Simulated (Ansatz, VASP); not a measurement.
# One calculation of SnSe2 (rat), two programs

```
CELL_PARAMETERS angstrom
3.77770 -0.02124 0.02570
-1.87039 3.28225 -0.02600
-0.03783 0.02254 5.55539
ATOMIC_POSITIONS crystal
Sn 0.00189 0.98176 0.00343
Se 0.33523 0.64843 0.28931
Se 0.66855 0.31510 0.71755
```

Alike in both runs: functional PBE; dispersion D3(BJ); k mesh 12 × 12 × 8; occupations gaussian, width 0.1 eV; no spin polarisation.

Ansatz relaxed the structure, and its values are those at the end. VASP's run is a single point on that final structure, the one shown.

|  | VASP | Ansatz |
| --- | --- | --- |
| version | VASP 6.6.1 | Ansatz 0.2.0 |
| potentials or method | VASP PAW PBE potentials, release 64 (Sn_d, Se) | scalar-relativistic, plane waves, PAW |
| plane-wave cutoff (eV) | 520 | 420 |
| valence electrons in the cell | 26 | 46 |

```tsv
	VASP	Ansatz	Ansatz less VASP
gap on the k mesh at the Fermi level (eV)	none	none	-
pressure (GPa)	5.2	5.1	-0.09
rms of the force components (eV/Å)	0.008	0.000	-0.0083
```

A gap of «none» marks a metal or a gap that the smearing closes. The two sets of potentials don't hold the same shells in valence.

Caveats: pairwise dispersion overbinds metals, which lowers pressure and volume.
